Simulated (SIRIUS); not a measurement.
The system is MnO.

```xyz
2
Lattice="0.0000 2.2239 2.2239 2.2239 0.0000 2.2239 2.2239 2.2239 0.0000" Properties=species:S:1:pos:R:3 pbc="T T T"
Mn    0.0000    0.0000    0.0000
O     2.2239    2.2239    2.2239
```

The cell is a database's computed one.

Base run:

- Program: SIRIUS 7.10.0
- Functional: AM05
- Potentials or basis: PseudoDojo 0.4.1 PBE standard (scalar relativistic)
- Cutoff: 1307 eV
- Density cutoff: 5227 eV
- k mesh: 7 × 7 × 7
- Occupations: fermi-dirac, width 0.05 eV
- Spin: collinear spin, ferromagnetic start
- Starting moments: [4.0, 0.0] μB

Its results: band gap on the k mesh none (metal or under the smearing width); pressure -8.4 GPa; net moment 4.69 μB per cell.

The run is repeated on the same cell with these changes: functional from AM05 to xPBE; libxc names from ["XC_GGA_X_AM05", "XC_GGA_C_AM05"] to ["XC_GGA_X_XPBE", "XC_GGA_C_XPBE"]. What comes out?

Band gap on the k mesh none (metal or under the smearing width); pressure 3.7 GPa; net moment 4.85 μB per cell.

Caveats: the potentials were made for another functional, which shifts forces and pressure; a cell with one magnetic atom can't hold antiferromagnetic order, which such compounds often take; semilocal functionals often make such compounds metallic where correlation or magnetic order opens a gap, which also shifts bond lengths.

Not every run made on this cell is shown here.
